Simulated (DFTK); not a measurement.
Here is a DFTK 0.8.2 calculation.

File run.jl:

```julia
using DFTK
using PseudoPotentialData
using Unitful, UnitfulAtomic
using LinearAlgebra, Printf
include("save.jl")
disable_threading()

# lattice vectors are the columns
lattice = austrip(1u"Å") * [  2.7513778946  -1.3756889473            0.0;
                      0.0   2.3827631521            0.0;
                      0.0            0.0        4.46229]
symbols   = [:Ir, :Ir]
positions = [[0.3333333333, 0.6666666667, 0.25],
             [0.6666666667, 0.3333333333, 0.75]]
pseudopotentials = Dict(:Ir => "Ir.upf")
elements = Dict(s => ElementPsp(s, pseudopotentials; rcut=10.0) for s in unique(symbols))
atoms    = [elements[s] for s in symbols]

build_model(lattice, positions; symmetries=true) =
    model_DFT(lattice, atoms, positions;
              functionals=PBE(),
              temperature=austrip(0.05u"eV"),
              smearing=Smearing.FermiDirac(),
              symmetries)
Ecut  = 45.0  # hartree
kgrid = [11, 11, 6]
tol   = 1e-6
to_GPa = ustrip(uconvert(u"GPa", 1u"hartree/bohr^3"))

model = build_model(lattice, positions)
basis = PlaneWaveBasis(model; Ecut, kgrid)
display(basis)
scfres = self_consistent_field(basis;
                               tol,
                               nbandsalg=AdaptiveBands(model; n_bands_converge=22))
display(scfres.energies)
@printf "Fermi level: %.6f eV\n" ustrip(auconvert(u"eV", something(scfres.εF, NaN)))
forces = compute_forces_cart(scfres)
println("Forces (eV/Å)")
for (s, f) in zip(symbols, forces)
    @printf "%-3s %12.6f %12.6f %12.6f\n" s ustrip.(auconvert.(u"eV/Å", f))...
end
stress = compute_stresses_cart(scfres)
println("Stress (GPa)")
display(round.(stress * to_GPa; digits=4))
println("Levels at the first k-point (eV): ", round.(ustrip.(auconvert.(u"eV", scfres.eigenvalues[1][1:scfres.n_bands_converge])); digits=4))
save_scf!(scfres; forces, stress)
```

Potentials or basis: SG15 1.2 (PBE).

The run is started by

```console
$ julia --threads=1 run.jl  # save.jl only writes the numbers to a file and isn't shown; printed stress counts tension as positive; times include loading and compiling
```

Q: Estimate the band gap on the k mesh.

A: None (metal or under the smearing width).

Q: Predict the pressure.

A: -1.9 GPa.

Stress tensor (GPa, compression positive):
```
-1.71  0.00  0.00
 0.00 -1.71  0.00
 0.00  0.00 -2.14
```

Spin-orbit coupling is left out, which matters for the levels of Ir.
